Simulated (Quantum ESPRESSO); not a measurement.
Band structure of GeO2 (P3_121, 9 atoms in the cell).

```xyz
9
Lattice="5.0882 0.0000 0.0000 -2.5441 4.4065 0.0000 0.0000 0.0000 5.7900" Properties=species:S:1:pos:R:3 pbc="T T T"
Ge     1.4009     2.4264     0.0000
Ge     2.2864     0.0000     1.9300
Ge    -1.1432     1.9801     3.8600
O      0.5437     1.7432     4.3772
O      0.7626     4.0057     0.5172
O     -1.3063     3.0641     2.4472
O      1.2378     1.3424     1.4128
O      3.0878     2.6633     5.2728
O      3.3067     0.4008     3.3428
```

Level of theory: revPBE, GBRV 1.5 ultrasoft (PBE) pseudopotentials (plane waves; Quantum ESPRESSO).

Settings: ecutwfc = 50 Ry; ecutrho = 250 Ry; occupations = fixed; input_dft = revpbe; potentials = {Ge: ge_pbe_v1.4.uspp.F.UPF, O: o_pbe_v1.2.uspp.F.UPF}; K_POINTS = automatic 4 4 3 0 0 0; nbnd = 45; conv_thr = 1e-10 Ry; mixing_beta = 0.3.

The starting cell comes from a database of computed structures (which also holds hypothetical and non-ambient phases and stackings), without a prior relaxation at this level. Its lattice was rescaled by a random factor within 2.5 % of one.

Task: Predict the gap along the standard path and the places of the band edges.

Result: The gap along the path is 3.18 eV, from K to Γ; the smallest direct gap on it is 3.23 eV.

Levels in eV from the top of the valence band on the SCF mesh, bands 36 to 43:
| point | 36 | 37 | 38 | 39 | 40 | 41 | 42 | 43 |
|---|---|---|---|---|---|---|---|---|
| Γ | -0.40 | -0.37 | -0.05 | -0.05 | 3.19 | 7.13 | 7.13 | 8.75 |
| M | -0.38 | -0.20 | -0.17 | -0.01 | 4.98 | 6.04 | 6.74 | 8.22 |
| K | -0.40 | -0.15 | -0.15 | 0.00 | 5.54 | 5.54 | 6.75 | 8.75 |
| A | -0.53 | -0.53 | -0.43 | -0.06 | 4.98 | 4.98 | 8.46 | 8.46 |
| L | -0.57 | -0.48 | -0.30 | -0.02 | 5.16 | 6.08 | 7.32 | 8.54 |
| H | -0.68 | -0.39 | -0.21 | -0.21 | 5.18 | 6.63 | 6.63 | 8.77 |
